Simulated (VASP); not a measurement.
## CdSe in VASP 6.6.1, relaxation

INCAR

```
ISMEAR = -1
EDIFFG = -5E-3
NSW = 40
IBRION = 2
EDIFF = 1E-7
NELM = 65
ISIF = 3
PREC = Accurate
PSTRESS = 300
GGA = PS
SIGMA = 0.02
LREAL = .FALSE.
LASPH = .TRUE.
NBANDS = 16
LWAVE = .FALSE.
LCHARG = .FALSE.
ENCUT = 600
```

KPOINTS

```
KPOINTS created by Atomic Simulation Environment
0
Gamma
6 6 6
0 0 0
```

POSCAR

```
Cd Se
 1.0000000000000000
    -0.0000000000000000    3.0982259976546396    3.0982259976546396
     3.0982259976546396   -0.0000000000000000    3.0982259976546396
     3.0982259976546396    3.0982259976546396    0.0000000000000000
 Cd  Se
   1   1
Cartesian
  0.0000000000000000  0.0000000000000000 -0.0000000000000000
  1.5491129988273198  1.5491129988273198  1.5491129988273198
```

The recommended PBE PAW datasets give the neutral cell 18 valence electrons.

Command

```
mpirun -np 1 vasp_std
```

Task: How does this run end, and what does it give?

Result: It converged. Results: relaxed cell vector lengths 3.912, 3.912, 3.912 Å; relaxed cell volume 42.33 Å³.

OSZICAR

```
N       E                     dE             d eps       ncg     rms          rms(c)
DAV:   1     0.115682784928E+03    0.11568E+03   -0.93139E+03   512   0.112E+03
DAV:   2    -0.205740169953E+01   -0.11774E+03   -0.11068E+03   624   0.260E+02
DAV:   3    -0.652010541806E+01   -0.44627E+01   -0.44538E+01   640   0.525E+01
DAV:   4    -0.653971345844E+01   -0.19608E-01   -0.19607E-01   624   0.343E+00
DAV:   5    -0.653983617565E+01   -0.12272E-03   -0.12272E-03   648   0.239E-01    0.525E+00
DAV:   6    -0.617487707705E+01    0.36496E+00   -0.58595E-01   736   0.943E+00    0.434E+00
DAV:   7    -0.615290367635E+01    0.21973E-01   -0.12212E-01   600   0.238E+00    0.201E+00
DAV:   8    -0.615149683651E+01    0.14068E-02   -0.11934E-02   576   0.131E+00    0.210E-01
DAV:   9    -0.615142951104E+01    0.67325E-04   -0.13399E-03   608   0.470E-01    0.447E-02
DAV:  10    -0.615145386244E+01   -0.24351E-04   -0.14505E-04   656   0.153E-01    0.397E-02
...
  16 F= 0.27642531E+01 E0= 0.27642531E+01  d E =-.333604E-03
       N       E                     dE             d eps       ncg     rms          rms(c)
DAV:   1    -0.516201467097E+01   -0.13801E-01   -0.81075E-03   552   0.118E+00    0.152E-01
DAV:   2    -0.516159098441E+01    0.42369E-03   -0.88398E-04   560   0.507E-01    0.679E-02
DAV:   3    -0.516154760242E+01    0.43382E-04   -0.76892E-05   656   0.105E-01    0.539E-02
DAV:   4    -0.516153942102E+01    0.81814E-05   -0.12023E-05   616   0.296E-02    0.684E-03
DAV:   5    -0.516153894395E+01    0.47707E-06   -0.14079E-06   616   0.208E-02    0.401E-03
DAV:   6    -0.516153880712E+01    0.13683E-06   -0.33175E-07   544   0.791E-03    0.977E-04
DAV:   7    -0.516153881595E+01   -0.88291E-08   -0.97421E-09   256   0.675E-04
  17 F= 0.27641911E+01 E0= 0.27641911E+01  d E =-.395560E-03
```

Standard output (part)

```
POSCAR found type information on POSCAR CdSe
 POSCAR found :  2 types and       2 ions
 LDA part: xc-table for (Slater+PW92), standard interpolation
 POSCAR, INCAR and KPOINTS ok, starting setup
 WAVECAR not read
 entering main loop
 curvature:   0.00 expect dE= 0.000E+00 dE for cont linesearch  0.000E+00
 search vector abs. value=  0.104E+02
 bond charge predicted
 trial-energy change:   14.890333  1 .order   22.009639  -10.426148   54.445426
 bond charge predicted
 curvature:  -0.08 expect dE=-0.504E-01 dE for cont linesearch -0.504E-01
 ZBRENT: interpolating
 opt :   0.3305  next Energy=     2.827747 (dE=-0.216E+01)
 bond charge predicted
 curvature:  -0.06 expect dE=-0.135E-01 dE for cont linesearch -0.135E-01
 ZBRENT: interpolating
 opt :   0.3721  next Energy=     2.765755 (dE=-0.222E+01)
 bond charge predicted
 curvature:  -0.15 expect dE=-0.697E-04 dE for cont linesearch -0.697E-04
 ZBRENT: interpolating
 opt :   0.3646  next Energy=     2.764195 (dE=-0.222E+01)
 bond charge predicted
 curvature:  -0.14 expect dE=-0.645E-03 dE for cont linesearch -0.645E-03
 ZBRENT: accuracy reached
 trial: gam=-0.02061 g(F)=  0.417E-46 g(S)=  0.462E-02 ort = 0.220E+00 (trialstep = 0.873E+00)
 search vector abs. value=  0.205E-05
 bond charge predicted
 ZBRENT: can't locate minimum, use default step
 bond charge predicted
 curvature:  -0.05 expect dE=-0.136E-03 dE for cont linesearch -0.136E-03
...
```

```json
{"ionic step": "1", "ΔH (meV/atom)": "0.0", "volume (Å³)": "59.48", "largest force (eV/Å)": "0.000", "pressure (GPa)": "-2.33", "electronic steps": "14"}
{"ionic step": "2", "ΔH (meV/atom)": "7445.2", "volume (Å³)": "21.33", "largest force (eV/Å)": "0.000", "pressure (GPa)": "500.82", "electronic steps": "12"}
{"ionic step": "3", "ΔH (meV/atom)": "-1058.4", "volume (Å³)": "45.35", "largest force (eV/Å)": "0.000", "pressure (GPa)": "19.46", "electronic steps": "12"}
{"ionic step": "4", "ΔH (meV/atom)": "-1094.2", "volume (Å³)": "43.99", "largest force (eV/Å)": "0.000", "pressure (GPa)": "23.78", "electronic steps": "9"}
{"ionic step": "5", "ΔH (meV/atom)": "-1110.8", "volume (Å³)": "42.25", "largest force (eV/Å)": "0.000", "pressure (GPa)": "30.30", "electronic steps": "9"}
{"ionic step": "6", "ΔH (meV/atom)": "-1110.5", "volume (Å³)": "42.56", "largest force (eV/Å)": "0.000", "pressure (GPa)": "29.05", "electronic steps": "7"}
{"ionic step": "7", "ΔH (meV/atom)": "-1110.5", "volume (Å³)": "42.55", "largest force (eV/Å)": "0.000", "pressure (GPa)": "29.12", "electronic steps": "5"}
{"ionic step": "11", "ΔH (meV/atom)": "-1110.6", "volume (Å³)": "42.50", "largest force (eV/Å)": "0.000", "pressure (GPa)": "29.31", "electronic steps": "3"}
{"ionic step": "12", "ΔH (meV/atom)": "-1110.6", "volume (Å³)": "42.49", "largest force (eV/Å)": "0.000", "pressure (GPa)": "29.35", "electronic steps": "5"}
{"ionic step": "13", "ΔH (meV/atom)": "-1110.7", "volume (Å³)": "42.47", "largest force (eV/Å)": "0.000", "pressure (GPa)": "29.41", "electronic steps": "5"}
{"ionic step": "14", "ΔH (meV/atom)": "-1110.7", "volume (Å³)": "42.44", "largest force (eV/Å)": "0.000", "pressure (GPa)": "29.54", "electronic steps": "5"}
{"ionic step": "15", "ΔH (meV/atom)": "-1110.8", "volume (Å³)": "42.38", "largest force (eV/Å)": "0.000", "pressure (GPa)": "29.78", "electronic steps": "7"}
{"ionic step": "16", "ΔH (meV/atom)": "-1110.8", "volume (Å³)": "42.26", "largest force (eV/Å)": "0.000", "pressure (GPa)": "30.29", "electronic steps": "7"}
{"ionic step": "17", "ΔH (meV/atom)": "-1110.8", "volume (Å³)": "42.33", "largest force (eV/Å)": "0.000", "pressure (GPa)": "30.00", "electronic steps": "7"}
```

 The volume moved far on the plane waves of the start cell, so a restart from CONTCAR is due.

For comparison, a separate PBEsol relaxation on usual settings, not on those above, ends at 56.56 Å³.
